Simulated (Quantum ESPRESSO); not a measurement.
# NiO (Fm-3m) in Quantum ESPRESSO: further runs, part 3 of 3

Quantum ESPRESSO 7.5.

### Step 4. Phonons, PBE, collinear spin, ferromagnetic start

pw.in reads:

```
&CONTROL
  calculation = 'scf'
  prefix = 'pwscf'
  outdir = './tmp'
  pseudo_dir = './pseudo'
  tprnfor = .true.
  tstress = .true.
  disk_io = 'low'
/
&SYSTEM
  ibrav = 0
  A = 2.95755827
  nat = 2
  ntyp = 2
  ecutwfc = 45
  ecutrho = 360
  nbnd = 22
  occupations = 'smearing'
  smearing = 'fd'
  degauss = 0.00367493
  nspin = 2
  starting_magnetization(1) = 0.0556
  starting_magnetization(2) = 0
/
&ELECTRONS
  conv_thr = 4d-10
  electron_maxstep = 120
  mixing_beta = 0.3
/
ATOMIC_SPECIES
Ni    58.6934 ni_pbe_v1.4.uspp.F.UPF
O     15.9990 o_pbe_v1.2.uspp.F.UPF
CELL_PARAMETERS alat
   0.0000000000    0.7071067817    0.7071067817
   0.7071067817    0.0000000000    0.7071067817
   0.7071067817    0.7071067817    0.0000000000
ATOMIC_POSITIONS alat
Ni     0.0000000000    0.0000000000    0.0000000000
O      0.7071067817    0.7071067817    0.7071067817
K_POINTS automatic
14 14 14 0 0 0
```

scf2.in reads:

```
&CONTROL
  calculation = 'scf'
  prefix = 'pwscf'
  outdir = './tmp'
  pseudo_dir = './pseudo'
  tprnfor = .true.
  tstress = .true.
  disk_io = 'low'
/
&SYSTEM
  ibrav = 0
  A = 2.95755827
  nat = 2
  ntyp = 2
  ecutwfc = 45
  ecutrho = 360
  nbnd = 22
  occupations = 'smearing'
  smearing = 'fd'
  degauss = 0.00367493
  nspin = 2
  starting_magnetization(1) = 0.0556
  starting_magnetization(2) = 0
/
&ELECTRONS
  conv_thr = 1d-13
  electron_maxstep = 120
  mixing_beta = 0.3
  startingpot = 'file'
  startingwfc = 'file'
/
ATOMIC_SPECIES
Ni    58.6934 ni_pbe_v1.4.uspp.F.UPF
O     15.9990 o_pbe_v1.2.uspp.F.UPF
CELL_PARAMETERS alat
   0.0000000000    0.7071067817    0.7071067817
   0.7071067817    0.0000000000    0.7071067817
   0.7071067817    0.7071067817    0.0000000000
ATOMIC_POSITIONS alat
Ni     0.0000000000    0.0000000000    0.0000000000
O      0.7071067817    0.7071067817    0.7071067817
K_POINTS automatic
14 14 14 0 0 0
```

ph.in reads:

```
phonons of NiO
&INPUTPH
  prefix = 'pwscf'
  outdir = './tmp'
  tr2_ph = 1d-18
  fildyn = 'dyn'
  niter_ph = 90
  alpha_mix(1) = 0.4
/
0.0000000000 0.0000000000 0.0000000000
```

dynmat.in reads:

```
&INPUT
  fildyn = 'dyn'
  asr = 'crystal'
  filout = 'dynmat.disp'
  fileig = 'dynmat.eig'
/
```

Potentials or basis: GBRV 1.5 PBE.

Started as:

```bash
> OMP_NUM_THREADS=1 pw.x -in pw.in > pw.out
> OMP_NUM_THREADS=1 pw.x -in scf2.in > scf2.out
> OMP_NUM_THREADS=1 ph.x -in ph.in > ph.out
> OMP_NUM_THREADS=1 dynmat.x -in dynmat.in > dynmat.out
```

pw.out:

```text
This program is part of the open-source Quantum ESPRESSO suite
     for quantum simulation of materials; please cite
[... 9 lines left out ...]
     --------------------
     sticks:   dense  smooth     PW     G-vecs:    dense   smooth      PW
     Sum         769     379    121                14211     5029     941

     Using Slab Decomposition

     bravais-lattice index     =            0
     lattice parameter (alat)  =       5.5890  a.u.
     unit-cell volume          =     123.4473 (a.u.)^3
     number of atoms/cell      =            2
     number of atomic types    =            2
     number of electrons       =        24.00
     number of Kohn-Sham states=           22
     kinetic-energy cutoff     =      45.0000  Ry
     charge density cutoff     =     360.0000  Ry
     scf convergence threshold =      4.0E-10
     mixing beta               =       0.3000
     number of iterations used =            8  plain     mixing
     Exchange-correlation= SLA  PW   PBE  PBE
                           (   1   4   3   4   0   0   0)

     celldm(1)=   5.588975  celldm(2)=   0.000000  celldm(3)=   0.000000
     celldm(4)=   0.000000  celldm(5)=   0.000000  celldm(6)=   0.000000

     crystal axes: (cart. coord. in units of alat)
               a(1) = (   0.000000   0.707107   0.707107 )
               a(2) = (   0.707107   0.000000   0.707107 )
               a(3) = (   0.707107   0.707107   0.000000 )

     reciprocal axes: (cart. coord. in units 2 pi/alat)
               b(1) = ( -0.707107  0.707107  0.707107 )
               b(2) = (  0.707107 -0.707107  0.707107 )
               b(3) = (  0.707107  0.707107 -0.707107 )

     PseudoPot. # 1 for Ni read from file:
     ni_pbe_v1.4.uspp.F.UPF
     Pseudo is Ultrasoft + core correction, Zval = 18.0
     Generated by new atomic code, or converted to UPF format
     Using radial grid of  865 points,  6 beta functions with:
                l(1) =   0
                l(2) =   0
                l(3) =   1
                l(4) =   1
                l(5) =   2
                l(6) =   2
     Q(r) pseudized with 10 coefficients,  rinner =    0.980   0.980   0.980
                                                       0.980   0.980

     PseudoPot. # 2 for O  read from file:
     o_pbe_v1.2.uspp.F.UPF
     Pseudo is Ultrasoft + core correction, Zval =  6.0
     Generated by new atomic code, or converted to UPF format
     Using radial grid of  737 points,  5 beta functions with:
                l(1) =   0
                l(2) =   0
                l(3) =   1
                l(4) =   1
                l(5) =   2
     Q(r) pseudized with  8 coefficients,  rinner =    0.900   0.900   0.900
                                                       0.900   0.900

     atomic species   valence    mass     pseudopotential
     Ni               18.00    58.69340     Ni( 1.00)
     O                 6.00    15.99900     O ( 1.00)

     Starting magnetic structure
     atomic species   magnetization
     Ni              0.056
     O               0.000

     48 Sym. Ops., with inversion, found

   Cartesian axes

     site n.     atom                  positions (alat units)
         1        Ni     tau(   1) = (   0.0000000   0.0000000   0.0000000  )
         2        O      tau(   2) = (   0.7071068   0.7071068   0.7071068  )

     number of k points=   104  Fermi-Dirac smearing, width (Ry)=  0.0037

     Number of k-points >= 100: set verbosity='high' to print them.

     Dense  grid:    14211 G-vectors     FFT dimensions: (  36,  36,  36)

     Smooth grid:     5029 G-vectors     FFT dimensions: (  24,  24,  24)

     Check: negative core charge=   -0.000006
     Generating pointlists ...
     new r_m :   0.2917 (alat units)  1.6302 (a.u.) for type    1
     new r_m :   0.2917 (alat units)  1.6302 (a.u.) for type    2

     Initial potential from superposition of free atoms

     starting charge      22.0000, renormalised to      24.0000
     Starting wfcs are   17 randomized atomic wfcs +    5 random wfcs

     Self-consistent Calculation

     iteration #  1     ecut=    45.00 Ry     beta= 0.30
     Davidson diagonalization with overlap
     ethr =  1.00E-02,  avg # of iterations =  5.9

     total energy              =    -365.35234997 Ry
     estimated scf accuracy    <      33.38510403 Ry

     total magnetization       =     0.71 Bohr mag/cell
     absolute magnetization    =     0.71 Bohr mag/cell

     iteration #  2     ecut=    45.00 Ry     beta= 0.30
     Davidson diagonalization with overlap
     ethr =  1.00E-02,  avg # of iterations =  3.0

     total energy              =    -374.45863095 Ry
     estimated scf accuracy    <      12.94482022 Ry

     total magnetization       =     0.05 Bohr mag/cell
     absolute magnetization    =     0.06 Bohr mag/cell

     iteration #  3     ecut=    45.00 Ry     beta= 0.30
     Davidson diagonalization with overlap
     ethr =  1.00E-02,  avg # of iterations =  2.0

     total energy              =    -375.41724525 Ry
     estimated scf accuracy    <       0.37902730 Ry

     total magnetization       =     0.38 Bohr mag/cell
     absolute magnetization    =     0.38 Bohr mag/cell

     iteration #  4     ecut=    45.00 Ry     beta= 0.30
     Davidson diagonalization with overlap
     ethr =  1.58E-03,  avg # of iterations =  1.2

     total energy              =    -375.47762086 Ry
     estimated scf accuracy    <       0.06863653 Ry

     total magnetization       =     0.63 Bohr mag/cell
     absolute magnetization    =     0.63 Bohr mag/cell

     iteration #  5     ecut=    45.00 Ry     beta= 0.30
     Davidson diagonalization with overlap
     ethr =  2.86E-04,  avg # of iterations =  2.1

     total energy              =    -375.49037807 Ry
     estimated scf accuracy    <       0.07937652 Ry

     total magnetization       =     0.51 Bohr mag/cell
     absolute magnetization    =     0.51 Bohr mag/cell

     iteration #  6     ecut=    45.00 Ry     beta= 0.30
     Davidson diagonalization with overlap
     ethr =  2.86E-04,  avg # of iterations =  1.0

     total energy              =    -375.49996994 Ry
     estimated scf accuracy    <       0.00029377 Ry

     total magnetization       =     0.65 Bohr mag/cell
     absolute magnetization    =     0.65 Bohr mag/cell

     iteration #  7     ecut=    45.00 Ry     beta= 0.30
     Davidson diagonalization with overlap
     ethr =  1.22E-06,  avg # of iterations =  4.6

     total energy              =    -375.49996480 Ry
     estimated scf accuracy    <       0.00496582 Ry

     total magnetization       =     0.72 Bohr mag/cell
     absolute magnetization    =     0.72 Bohr mag/cell
[... 138 lines left out ...]
     total magnetization       =     0.00 Bohr mag/cell
     absolute magnetization    =     0.00 Bohr mag/cell

     iteration # 22     ecut=    45.00 Ry     beta= 0.30
     Davidson diagonalization with overlap
     ethr =  3.48E-10,  avg # of iterations =  1.2

     total energy              =    -375.49916421 Ry
     estimated scf accuracy    <          8.8E-10 Ry

     total magnetization       =     0.00 Bohr mag/cell
     absolute magnetization    =     0.00 Bohr mag/cell

     iteration # 23     ecut=    45.00 Ry     beta= 0.30
     Davidson diagonalization with overlap
     ethr =  3.66E-12,  avg # of iterations =  3.1

     total energy              =    -375.49916363 Ry
     estimated scf accuracy    <          4.0E-09 Ry

     total magnetization       =    -0.00 Bohr mag/cell
     absolute magnetization    =     0.00 Bohr mag/cell

     iteration # 24     ecut=    45.00 Ry     beta= 0.30
     Davidson diagonalization with overlap
     ethr =  3.66E-12,  avg # of iterations =  3.4

     total energy              =    -375.49916433 Ry
     estimated scf accuracy    <          8.3E-09 Ry

     total magnetization       =     0.00 Bohr mag/cell
     absolute magnetization    =     0.00 Bohr mag/cell

     iteration # 25     ecut=    45.00 Ry     beta= 0.30
     Davidson diagonalization with overlap
     ethr =  3.66E-12,  avg # of iterations =  3.0

     total energy              =    -375.49916447 Ry
     estimated scf accuracy    <          5.8E-10 Ry

     total magnetization       =     0.00 Bohr mag/cell
     absolute magnetization    =     0.00 Bohr mag/cell

     iteration # 26     ecut=    45.00 Ry     beta= 0.30
     Davidson diagonalization with overlap
     ethr =  2.41E-12,  avg # of iterations =  2.0

     Magnetic moment per site  (integrated on atomic sphere of radius R)
     atom   1 (R=0.292)  charge= 15.7267  magn=  0.0003
     atom   2 (R=0.292)  charge=  5.6298  magn=  0.0000

     End of self-consistent calculation

     Number of k-points >= 100: set verbosity='high' to print the bands.

     the Fermi energy is    14.1261 ev

!    total energy              =    -375.49916447 Ry
     estimated scf accuracy    <          1.1E-10 Ry
     smearing contrib. (-TS)   =      -0.00115266 Ry
     internal energy E=F+TS    =    -375.49801181 Ry

     The total energy is F=E-TS. E is the sum of the following terms:
     one-electron contribution =    -217.70700423 Ry
     hartree contribution      =     123.64419910 Ry
     xc contribution           =     -42.83050116 Ry
     ewald contribution        =    -238.60470552 Ry

     total magnetization       =     0.00 Bohr mag/cell
     absolute magnetization    =     0.00 Bohr mag/cell

     convergence has been achieved in  26 iterations

     Forces acting on atoms (cartesian axes, Ry/au):

     atom    1 type  1   force =     0.00000000   -0.00000000   -0.00000000
     atom    2 type  2   force =    -0.00000000   -0.00000000    0.00000000

     Total force =     0.000000     Total SCF correction =     0.000000

     Computing stress (Cartesian axis) and pressure

          total   stress  (Ry/bohr**3)                   (kbar)     P=      -31.24
  -0.00021234  -0.00000000  -0.00000000          -31.24       -0.00       -0.00
   0.00000000  -0.00021234  -0.00000000            0.00      -31.24       -0.00
  -0.00000000  -0.00000000  -0.00021234           -0.00       -0.00      -31.24

=------------------------------------------------------------------------------=
   JOB DONE.
=------------------------------------------------------------------------------=
```

It took 12 min on 1 thread of Arm Neoverse V2, shared host; peak memory 0.14 GiB.

Results:

```
Free energy                                           : -5108.9264 eV
Pressure                                              : -3.1 GPa
Band gap on the k mesh                                : none (metal or under the smearing width)
Net moment                                            : 0.00 μB per cell
Absolute moment                                       : 0.00 μB per cell
Valence electrons inside the program's atomic spheres : Ni 15.73; O 5.63
Highest phonon frequency at Γ                         : 320 cm⁻¹
```

Levels at points of the mesh, in eV from the Fermi level:
Spin up:
```
             k point  band 8  band 9  band 10  band 11  band 12  band 13  band 14  band 15  band 16  band 17
  (0.00, 0.00, 0.00)   -3.13   -1.85    -1.85    -1.85    -1.50    -1.50     1.60    17.74    18.98    18.98
 (0.00, 0.00, -0.50)   -5.41   -1.02    -1.02    -0.66     1.30     1.30     5.65     9.99    14.15    14.15
(0.00, -0.50, -0.50)   -4.39   -2.81    -1.11    -0.76    -0.76    -0.59     6.36    10.50    12.42    16.65
```
Spin down:
```
             k point  band 10  band 11  band 12  band 13  band 14  band 15
  (0.00, 0.00, 0.00)    -1.85    -1.85    -1.50    -1.50     1.60    17.74
 (0.00, 0.00, -0.50)    -1.02    -0.66     1.30     1.30     5.65     9.99
(0.00, -0.50, -0.50)    -1.11    -0.76    -0.76    -0.59     6.36    10.50
```

Phonon frequencies in cm⁻¹ (negative: imaginary):
| q point | frequencies |
| --- | --- |
| (0.000, 0.000, 0.000) | 3 3 3 320 320 320 |

Optical modes at Γ, degenerate ones joined:
| cm⁻¹ | components | symmetry | active in |
| --- | --- | --- | --- |
| 320 | 3 | T1u | IR |

Caveat: the cell is more than 3 GPa from zero pressure, which shifts response properties; semilocal functionals often make such compounds metallic where correlation or magnetic order opens a gap, which also shifts bond lengths.

### Step 5. Summary

| k mesh | mesh quality | gap on the mesh (eV) | pressure (GPa) | moment (μB) |
| --- | --- | --- | --- | --- |
| 4 × 4 × 4 | coarse | none | 0.4 | 1.38 |
| 10 × 10 × 10 | not flagged | none | -2.9 | 0.35 |
| 14 × 14 × 14 | not flagged | none | -3.1 | 0.00 |

Alike in all rows: task phonons; level PBE; potentials or basis GBRV 1.5 PBE; spin collinear, ferromagnetic start; cell as given; cutoff (eV) 612; smearing fermi-dirac 0.05 eV.

Caveats: some runs use coarse meshes; semilocal functionals often make such compounds metallic where correlation or magnetic order opens a gap, which also shifts bond lengths; the mesh is thin for the phonons of a metal (some runs); a cell with one magnetic atom can't hold antiferromagnetic order, which such compounds often take (some runs); the cell is more than 3 GPa from zero pressure, which shifts response properties (some runs).

Total energies depend on the potentials used, so only differences within one code and one set of settings carry meaning.

### Step 6. How close it comes

Step 3. Against the measured gap of NiO, 4.3 eV (quoted in “Local correlations, non-local screening, multiplets, and band formation in NiO”, 2012, arxiv:1210.6675), the calculated 0.00 eV is off by -4.30 eV. So large a miss can be the level of theory's own, or it may mean another phase, state or a wrong row. The value is that of PBE on a finite k mesh, which can miss the band edges, without temperature or zero-point motion. Semilocal functionals fall short of measured gaps as a rule. The run's magnetic order (collinear spin, ferromagnetic start) needn't be the measured crystal's.

Step 4. Measured gap of NiO: 4.3 eV (quoted in “Local correlations, non-local screening, multiplets, and band formation in NiO”, 2012, arxiv:1210.6675). This calculation gives 0.00 eV (-4.30 eV). So large a miss can be the level of theory's own, or it may mean another phase, state or a wrong row. The value is that of PBE on a finite k mesh, which can miss the band edges, without temperature or zero-point motion. Semilocal functionals fall short of measured gaps as a rule.
